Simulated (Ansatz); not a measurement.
# Ni2Si: strain energy, fitted

Ni2Si, P6_3/mmc, a = 3.912 Å, c = 4.991 Å. The structure is a COD entry; whether it is the stable form wasn't checked. Ansatz: PBE, PAW, 420 eV, Γ-centred 12×12×8 mesh on 6 atoms, Gaussian smearing 0.10 eV; no spin polarisation. Series: biaxial strain in the a-b plane, c and atoms relaxed; x is the strain in per cent. y is the free energy over the unstrained cell, V0 = 11.025 Å³/atom.

| x (%) | y (meV/atom) |
| --- | --- |
| -6.0 | ? |
| -4.0 | 54.90 |
| -2.0 | 13.21 |
| 0.0 | 0.00 |
| 2.0 | 12.05 |
| 4.0 | 45.86 |
| 6.0 | 97.91 |

**Question.** Fit y = c2 x² + c3 x³ to the other rows, turn c2 into a modulus, and predict the missing energy.

**Answer.** Least squares on the rows shown. y = 3.1478 x² − 0.071238 x³. In eV per unit strain² c2 is 31.48; M is the biaxial modulus (E = M V0 ε²): 31.48 × 160.2 / (11.025) = 457 GPa. At x = -6.0 the fit asked for gives 128.71 meV/atom. The run gave 128.89 meV/atom, so the fit is 0.18 meV/atom too low, 0.14 % of the span of the series, against an rms of 0.04 meV/atom on the fitted rows. The row lies outside the fitted range. With a term in x⁴ added, a fit to the same known rows predicts 128.40 meV/atom, further off still.